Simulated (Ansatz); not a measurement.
AlN (rocksalt), relaxed with r2SCAN: 6 runs in Ansatz, each a calculation of independent-particle optics. It is cubic, Fm-3m (No. 225); conventional cell a = 4.038 Å, 8.23 Å³ an atom. Around Al lie 6 N at 2.02 Å; around N lie 6 Al at 2.02 Å. The cell comes from a prototype generator: it can be a known phase or a hypothetical one. Spin polarisation is off.

```xyz
2
Lattice="0.0000 2.0189 2.0189 2.0189 0.0000 2.0189 2.0189 2.0189 0.0000" Properties=species:S:1:pos:R:3 pbc="T T T"
Al    0.0000    0.0000    0.0000
N     2.0189    2.0189    2.0189
```

On meshes this coarse, single peaks can be features of the mesh. No local fields, no excitons; the zone sum runs over the cells of the mesh, and ε∞ includes the bands left out of the spectrum. Up to four peaks are listed, those above 15 % of the tallest and inside the complete range; the four can differ from row to row. Rows marked drawn have settings drawn at random (some not listed).

| functional | k mesh | broadening (eV) | scissors (eV) | range (eV) | settings | direct gap on the mesh before scissors (eV) | ε∞ xx | ε∞ yy | ε∞ zz | complete up to (eV) | tallest peaks of mean ε₂ (eV) |
| --- | --- | --- | --- | --- | --- | --- | --- | --- | --- | --- | --- |
| PBE | 8×8×8 | 0.1 | 0.00 | 0–19 | chosen | 5.73 | 5.26 | 5.26 | 5.26 | 19.0 | 9.00 12.10 12.35 12.90 |
| r2SCAN | 8×8×8 | 0.1 | 0.00 | 0–19 | chosen | 6.53 | 4.71 | 4.71 | 4.71 | 19.0 | 9.90 12.00 13.30 13.80 |
| PBE | 8×8×8 | 0.1 | 1.54 (to HSE06) | 0–19 | chosen | 5.73 | 4.70 | 4.70 | 4.70 | 19.0 | 10.55 13.60 13.90 14.40 |
| LDA | 6×6×6 | 0.03 | 1.00 | 2–10 | drawn | 5.81 | 4.93 | 4.93 | 4.93 | 10.0 | 8.50 9.90 |
| PBEsol | 6×6×6 | 0.05 | 2.50 | 0–15 | drawn | 5.71 | 4.48 | 4.48 | 4.48 | 15.0 | 11.40 13.40 14.80 |
| PBE | 6×6×6 | 0.25 | 0.00 | 2–15 | drawn | 5.72 | 5.27 | 5.27 | 5.27 | 15.0 | 8.90 12.50 |

The fundamental gap is indirect (4.67 eV with PBE on 8×8×8); the table holds the direct one.
